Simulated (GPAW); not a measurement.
## free-standing triangular Cr monolayer, spacing 2.714 A: cost and accuracy of the functional

Two starts of free-standing triangular Cr monolayer, spacing 2.714 A are run at each set of the functional. What moves?

Calculated with GPAW 26.7.0; several functionals; plane waves with GPAW's PAW setups, scalar-relativistic.

Most raw output is cut from this account.

## 1. The starting structure

The cell holds 1 atom: 1 Cr. Cell: a = 2.714 Å, b = 2.714 Å, c = 14.000 Å, α = 90.0°, β = 90.0°, γ = 120.0°. model lattice. Vacuum lies along c.

## 2. Set 1 (LDA), start ferro +

Each set takes another functional on the same cell and mesh.

order1.py reads:

```python
import json
import numpy as np
from ase import Atoms
from ase.parallel import paropen, parprint
from gpaw import GPAW

atoms = Atoms(['Cr'],
    cell=[[2.714, 0.0, 0.0],
         [-1.357, 2.350393, 0.0],
         [0.0, 0.0, 14.0]],
    scaled_positions=[[0.0, 0.0, 0.5]],
    pbc=True,
    magmoms=[2.5])
atoms.calc = GPAW(mode={'name': 'pw', 'ecut': 600},
    xc='LDA',
    kpts={'size': (12, 12, 1), 'gamma': True},
    occupations={'name': 'fermi-dirac', 'width': 0.1},
    convergence={'density': 1e-05, 'energy': 1e-05},
    maxiter=200,
    mixer={'name': 'pulay', 'beta': 0.05, 'nmaxold': 9, 'weight': 1},
    symmetry={'tolerance': 1e-4},
    txt='order1.txt')
e = atoms.get_potential_energy(force_consistent=True)
res = {'free_energy': e, 'energy_sigma0': atoms.get_potential_energy(), 'fermi_energy': atoms.calc.get_fermi_level()}
res['moments'] = atoms.get_magnetic_moments().tolist()
res['total'] = atoms.get_magnetic_moment()
parprint('site moments (muB):', np.round(res['moments'], 3))
parprint(f"total moment: {res['total']:.3f} muB")
parprint(f'free energy: {e:.6f} eV')
atoms.calc.write('order1.gpw')
with paropen('results.json', 'w') as f:
    json.dump(res, f)
```

Launch:

```bash
> OMP_NUM_THREADS=1 python3 order1.py > order1.log
```

It took 76 s on 1 MPI rank of AMD EPYC 7B13 (Zen 3), shared host; peak memory 0.18 GiB.

This step gave:

| Item | Value |
| --- | --- |
| magnetization | 4.183 μB |
| final state | ferromagnetic |
| largest moment | 3.296 μB |

After 85 cycles the largest moment stands at 3.30 μB.

## 3. Set 1 (LDA), start antiferro q=(0,1/2,0) +-

The second start gives the energy difference between the two end states, the quantity that is followed from set to set. Its q is in fractions of the reciprocal vectors of the first run's cell.

order2.py is the script of step 2 with these lines changed:

```diff
@@ -6,12 +6,13 @@
 
-atoms = Atoms(['Cr'],
+atoms = Atoms(['Cr', 'Cr'],
     cell=[[2.714, 0.0, 0.0],
-         [-1.357, 2.350393, 0.0],
+         [-2.714, 4.700786, 0.0],
          [0.0, 0.0, 14.0]],
-    scaled_positions=[[0.0, 0.0, 0.5]],
+    scaled_positions=[[0.0, 0.0, 0.5],
+         [0.0, 0.5, 0.5]],
     pbc=True,
-    magmoms=[2.5])
+    magmoms=[2.5, -2.5])
 atoms.calc = GPAW(mode={'name': 'pw', 'ecut': 600},
     xc='LDA',
-    kpts={'size': (12, 12, 1), 'gamma': True},
+    kpts={'size': (12, 6, 1), 'gamma': True},
     occupations={'name': 'fermi-dirac', 'width': 0.1},
@@ -21,3 +22,3 @@
     symmetry={'tolerance': 1e-4},
-    txt='order1.txt')
+    txt='order2.txt')
 e = atoms.get_potential_energy(force_consistent=True)
@@ -29,3 +30,3 @@
 parprint(f'free energy: {e:.6f} eV')
-atoms.calc.write('order1.gpw')
+atoms.calc.write('order2.gpw')
 with paropen('results.json', 'w') as f:
```

Launch:

```bash
> OMP_NUM_THREADS=1 python3 order2.py > order2.log
```

The job ended after 2.7 min (1 MPI rank; peak memory 0.32 GiB).

This step gave:

```yaml
magnetization: 0 μB
final_state: antiferromagnetic
largest_moment: 3.336 μB
```

This start lies -399.6 meV a seeded atom from the first; its largest moment is 3.34 μB.

## 4. Set 2 (PBE), start ferro +

order1.py is the script of step 2 with these lines changed:

```diff
@@ -14,3 +14,3 @@
 atoms.calc = GPAW(mode={'name': 'pw', 'ecut': 600},
-    xc='LDA',
+    xc='PBE',
     kpts={'size': (12, 12, 1), 'gamma': True},
```

Launch:

```bash
> OMP_NUM_THREADS=1 python3 order1.py > order1.log
```

Run time: 30 s. Hardware: 1 MPI rank; peak memory 0.19 GiB.

This step gave:

| Property | Result |
| --- | --- |
| magnetization | 4.217 μB |
| final state | ferromagnetic |
| largest moment | 3.321 μB |

The largest moment moves by +0.02 μB from set 1, at 0.40 times its CPU time.

## 5. Set 2 (PBE), start antiferro q=(0,1/2,0) +-

order2.py is the script of step 3 with these lines changed:

```diff
@@ -15,3 +15,3 @@
 atoms.calc = GPAW(mode={'name': 'pw', 'ecut': 600},
-    xc='LDA',
+    xc='PBE',
     kpts={'size': (12, 6, 1), 'gamma': True},
```

Launch:

```bash
> OMP_NUM_THREADS=1 python3 order2.py > order2.log
```

Elapsed: 1.8 min, on 1 MPI rank; peak memory 0.35 GiB.

Read from the output:

```
magnetization  : 0 μB
final state    : antiferromagnetic
largest moment : 3.443 μB
```

This start lies -467.7 meV a seeded atom from the first, a change of -68.1 meV since set 1; its largest moment is 3.44 μB.

## 6. Set 3 (revPBE), start ferro +

order1.py is the script of step 4 with these lines changed:

```diff
@@ -14,3 +14,3 @@
 atoms.calc = GPAW(mode={'name': 'pw', 'ecut': 600},
-    xc='PBE',
+    xc='revPBE',
     kpts={'size': (12, 12, 1), 'gamma': True},
```

Launch:

```bash
> OMP_NUM_THREADS=1 python3 order1.py > order1.log
```

The job ended after 25 s (1 MPI rank; peak memory 0.19 GiB).

Read from the output:

| Property | Result |
| --- | --- |
| magnetization | 4.246 μB |
| final state | ferromagnetic |
| largest moment | 3.344 μB |

The largest moment moves by +0.02 μB from set 2, at 0.84 times its CPU time.

## 7. Set 3 (revPBE), start antiferro q=(0,1/2,0) +-

order2.py is the script of step 5 with these lines changed:

```diff
@@ -15,3 +15,3 @@
 atoms.calc = GPAW(mode={'name': 'pw', 'ecut': 600},
-    xc='PBE',
+    xc='revPBE',
     kpts={'size': (12, 6, 1), 'gamma': True},
```

Launch:

```bash
> OMP_NUM_THREADS=1 python3 order2.py > order2.log
```

The job ended after 1.8 min (1 MPI rank; peak memory 0.35 GiB).

Read from the output:

| Property | Result |
| --- | --- |
| magnetization | 0 μB |
| final state | antiferromagnetic |
| largest moment | 3.487 μB |

This start lies -475.5 meV a seeded atom from the first, a change of -7.9 meV since set 2; its largest moment is 3.49 μB.

## 8. Set 4 (RPBE), start ferro +

order1.py is the script of step 6 with these lines changed:

```diff
@@ -14,3 +14,3 @@
 atoms.calc = GPAW(mode={'name': 'pw', 'ecut': 600},
-    xc='revPBE',
+    xc='RPBE',
     kpts={'size': (12, 12, 1), 'gamma': True},
```

Launch:

```bash
> OMP_NUM_THREADS=1 python3 order1.py > order1.log
```

The job ended after 28 s (1 MPI rank; peak memory 0.19 GiB).

Read from the output:

- magnetization: 4.252 μB
- final state: ferromagnetic
- largest moment: 3.351 μB

The largest moment moves by +0.01 μB from set 3, at 1.1 times its CPU time.

## 9. Set 4 (RPBE), start antiferro q=(0,1/2,0) +-

order2.py is the script of step 7 with these lines changed:

```diff
@@ -15,3 +15,3 @@
 atoms.calc = GPAW(mode={'name': 'pw', 'ecut': 600},
-    xc='revPBE',
+    xc='RPBE',
     kpts={'size': (12, 6, 1), 'gamma': True},
```

Launch:

```bash
> OMP_NUM_THREADS=1 python3 order2.py > order2.log
```

Wall time 100 s (1 MPI rank); peak memory 0.34 GiB.

Read from the output:

* magnetization: 0 μB
* final state: antiferromagnetic
* largest moment: 3.495 μB

This start lies -481.8 meV a seeded atom from the first, a change of -6.3 meV since set 3; its largest moment is 3.50 μB.

## 10. Set 5 (TPSS), start ferro +

order1.py is the script of step 8 with these lines changed:

```diff
@@ -14,3 +14,3 @@
 atoms.calc = GPAW(mode={'name': 'pw', 'ecut': 600},
-    xc='RPBE',
+    xc='TPSS',
     kpts={'size': (12, 12, 1), 'gamma': True},
@@ -20,2 +20,3 @@
     mixer={'name': 'pulay', 'beta': 0.05, 'nmaxold': 9, 'weight': 1},
+    eigensolver='davidson',
     symmetry={'tolerance': 1e-4},
```

Launch:

```bash
> OMP_NUM_THREADS=1 python3 order1.py > order1.log
```

It took 97 s on 1 MPI rank; peak memory 0.27 GiB.

Numbers from this step:

```
magnetization  : 4.271 μB
final state    : ferromagnetic
largest moment : 3.350 μB
```

The largest moment is that of set 4, at 3.4 times its CPU time.

## 11. Set 5 (TPSS), start antiferro q=(0,1/2,0) +-

order2.py is the script of step 9 with these lines changed:

```diff
@@ -15,3 +15,3 @@
 atoms.calc = GPAW(mode={'name': 'pw', 'ecut': 600},
-    xc='RPBE',
+    xc='TPSS',
     kpts={'size': (12, 6, 1), 'gamma': True},
@@ -21,2 +21,3 @@
     mixer={'name': 'pulay', 'beta': 0.05, 'nmaxold': 9, 'weight': 1},
+    eigensolver='davidson',
     symmetry={'tolerance': 1e-4},
```

Launch:

```bash
> OMP_NUM_THREADS=1 python3 order2.py > order2.log
```

Run time: 7 min. Hardware: 1 MPI rank; peak memory 0.4 GiB.

Read from the output:

* magnetization: 0 μB
* final state: antiferromagnetic
* largest moment: 3.478 μB

This start lies -455.8 meV a seeded atom from the first, a change of +26.0 meV since set 4; its largest moment is 3.48 μB.

## 12. The sets together

List, by row:

```
set  functional  state from the first start  state from the second start  second less first (meV a seeded atom)  moment, first (μB)  moment, second (μB)  CPU time (s)
   1         LDA               ferromagnetic            antiferromagnetic                                 -399.6               3.296                3.336         238.3
   2         PBE               ferromagnetic            antiferromagnetic                                 -467.7               3.321                3.443         140.9
   3      revPBE               ferromagnetic            antiferromagnetic                                 -475.5               3.344                3.487         135.7
   4        RPBE               ferromagnetic            antiferromagnetic                                 -481.8               3.351                3.495         127.8
   5        TPSS               ferromagnetic            antiferromagnetic                                 -455.8                3.35                3.478         513.7
```

## 13. What came out

| Item | Value |
| --- | --- |
| range of the moment in the table, second start | 3.34 to 3.50 μB |
| range of CPU time | 2.1 min to 8.6 min |
| range of the energy difference | -482 to -400 meV a seeded atom |

For the second start the functionals give moments from 3.34 to 3.50 μB and energy differences from -482 to -400 meV a seeded atom; all use the same cell, so differences in their own lattice constants don't enter. The second start ends lower on every set of the table.

[Logs and program files are shortened in this print: banners, set-up blocks, solver, clock and traceback lines can be left out without a mark of their own.]

[Logs are printed without paths, hosts, clocks, repeated set-up lines and the standing remarks that a program may print on its own settings, such as how far it seeks lower states.]

[Hosts, paths, dates, database ids (printed as entryN), source tags and the programs' standing remarks are cut or masked in the printed files.]

[Where a cell is said to come from a database of computed structures, the database is the Materials Project.]
